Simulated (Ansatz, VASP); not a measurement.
**NaI: VASP beside Ansatz**

File INCAR:

```
SYSTEM = NaI
  PREC = Accurate
  ENCUT = 520
  EDIFF = 1E-8
  ISMEAR = -1
  SIGMA = 0.02
  LREAL = .FALSE.
  LASPH = .TRUE.
  NELM = 60
  ALGO = Normal
  ISIF = 2
  LWAVE = .FALSE.
  LCHARG = .FALSE.
  LEFG = .TRUE.
  NBANDS = 14
```

Contents of KPOINTS:

```
Automatic mesh
0
G
  8 8 8
  0 0 0
```

File POSCAR:

```
NaI
1.0
    0.0000000000      3.2578337372      3.2578337372
    3.2578337372      0.0000000000      3.2578337372
    3.2578337372      3.2578337372      0.0000000000
Na I
1 1
Direct
    0.0000000000      0.0000000000      0.0000000000
    0.5000000000      0.5000000000      0.5000000000
```

Input for Ansatz:

```yaml
crystal:
  lattice:
    - [0.0, 3.2578337372, 3.2578337372]
    - [3.2578337372, 0.0, 3.2578337372]
    - [3.2578337372, 3.2578337372, 0.0]
  atoms:
    - { symbol: Na, position: [0.0, 0.0, 0.0] }
    - { symbol: I, position: [0.5, 0.5, 0.5] }
kpoints:
  mp_grid: { grid: [8, 8, 8] }
scf:
  occupations: { method: fermi_dirac, width: 0.02 }
hamiltonian:
  xc: lda
  pseudopotentials: { kind: all_electron, datasets: crystal }
output:
  forces: true
  stress: true
  eigenvalues: true
  efg: { contact_densities: true }
```

Change from the starting cell: volume scaled by 1.02, crystal datasets.

Alike in both runs: task electric field gradients; functional LDA; k mesh 8 × 8 × 8; occupations fermi-dirac, width 0.02 eV; no spin polarisation.

|  | VASP | Ansatz |
| --- | --- | --- |
| version | VASP 6.6.1 | Ansatz 0.2.0 |
| potentials or method | VASP PAW LDA potentials, release 64 (Na_pv, I) | all-electron PAW with datasets made for the crystal, scalar-relativistic |
| plane-wave cutoff (eV) | 520 | see its input |

|  | VASP | Ansatz | Ansatz less VASP |
| --- | --- | --- | --- |
| gap on the k mesh at the Fermi level (eV) | 3.29 | 3.28 | -0.013 |
| pressure (GPa) | -1.9 | -1.9 | -0.01 |
| Vzz of the field gradient on the site that differs most (V/Å²) | 0.0 | 0.0 | 0.00 |

Ansatz ran all-electron here, so the differences hold the error of VASP's frozen core and of both bases. Ansatz warned: «gradients_without_spin_orbit».

Caveats: spin-orbit coupling is left out, which moves the levels of the heavy elements.
